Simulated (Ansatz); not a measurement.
Input, command and steps of an Ansatz relaxation.

```yaml
crystal:
  lattice:
    - [2.1636861953, -1.2492222295, -0.0116047279]
    - [2.1636861953, 1.2492222295, -0.0116047279]
    - [-1.4207244406, 0.0, 3.6201174734]
  atoms:
    - { symbol: C, position: [0.8333524286, 0.8333524286, 5.68698e-05] }
    - { symbol: C, position: [0.1666475714, 0.1666475714, 0.9999431302] }
basis:
  ecutwfc: 420
kpoints:
  mp_grid: { grid: [14, 14, 8] }
hamiltonian:
  xc: pbe
  dispersion: d3bj
scf:
  occupations: { method: gaussian, width: 0.02 }
output:
  forces: true
  stress: true
  eigenvalues: true
relax:
  adjacent_minimum: "off"
  f_tol: 0.01
  max_steps: 30
  cell: { stress_tol: 0.1, fix: [volume] }
```

```bash
ansatz run input.yaml --threads 1 --pin off --max-ram 2560MiB --backend cpu --events-out ev --progress --plain --runs-dir out
```

All numbers below come from Ansatz 0.2.0, DFT PBE+D3(BJ), scalar-relativistic, plane waves, PAW.

The volume is held at 1.1 times that of the relaxed cell.

Of 6 frames 5 are shown, positions in Å and forces in eV/Å; the SCF threshold varies from step to step. Steps run on the plane waves of an earlier cell, with a Pulay correction in the pressure. The basis is chosen afresh for the last frame, the zero of the energies, and at times for earlier ones too; energy and pressure step there, also at an unchanged geometry.

```xyz
2
Lattice="2.1637 -1.2492 -0.0116 2.1637 1.2492 -0.0116 -1.4207 0.0000 3.6201" Properties=species:S:1:pos:R:3:forces:R:3 pbc="T T T" step=1 free_energy_over_end_meV_per_atom=10.16 pressure_GPa=-10.58
C     3.6061    0.0000   -0.0191    0.0000    0.0000   -0.0009
C    -0.6995    0.0000    3.6160    0.0000    0.0000    0.0009
2
Lattice="2.1464 -1.2393 -0.0116 2.1464 1.2393 -0.0116 -1.4090 0.0000 3.6784" Properties=species:S:1:pos:R:3:forces:R:3 pbc="T T T" step=2 free_energy_over_end_meV_per_atom=1.27 pressure_GPa=-4.68
C     3.5774    0.0000   -0.0191    0.0000    0.0000   -0.0017
C    -0.6935    0.0000    3.6744    0.0000    0.0000    0.0017
2
Lattice="2.1384 -1.2346 -0.0115 2.1384 1.2346 -0.0115 -1.4036 0.0000 3.7061" Properties=species:S:1:pos:R:3:forces:R:3 pbc="T T T" step=3 free_energy_over_end_meV_per_atom=0.29 pressure_GPa=-1.81
C     3.5640    0.0000   -0.0192    0.0000    0.0000    0.0011
C    -0.6908    0.0000    3.7021    0.0000    0.0000   -0.0011
2
Lattice="2.1384 -1.2346 -0.0115 2.1384 1.2346 -0.0115 -1.4036 0.0000 3.7061" Properties=species:S:1:pos:R:3:forces:R:3 pbc="T T T" step=4 free_energy_over_end_meV_per_atom=0.00 pressure_GPa=-1.79
C     3.5640    0.0000   -0.0192    0.0000    0.0000    0.0009
C    -0.6908    0.0000    3.7021    0.0000    0.0000   -0.0009
2
Lattice="2.1380 -1.2344 -0.0116 2.1380 1.2344 -0.0116 -1.4034 0.0000 3.7073" Properties=species:S:1:pos:R:3:forces:R:3 pbc="T T T" step=6 free_energy_over_end_meV_per_atom=0.00 pressure_GPa=-1.67
C     3.5634    0.0000   -0.0192    0.0000    0.0000   -0.0004
C    -0.6907    0.0000    3.7033    0.0000    0.0000    0.0004
```

Time: 22 s on 1 thread of Arm Neoverse V2, on a shared host, peak memory 0.35 GiB.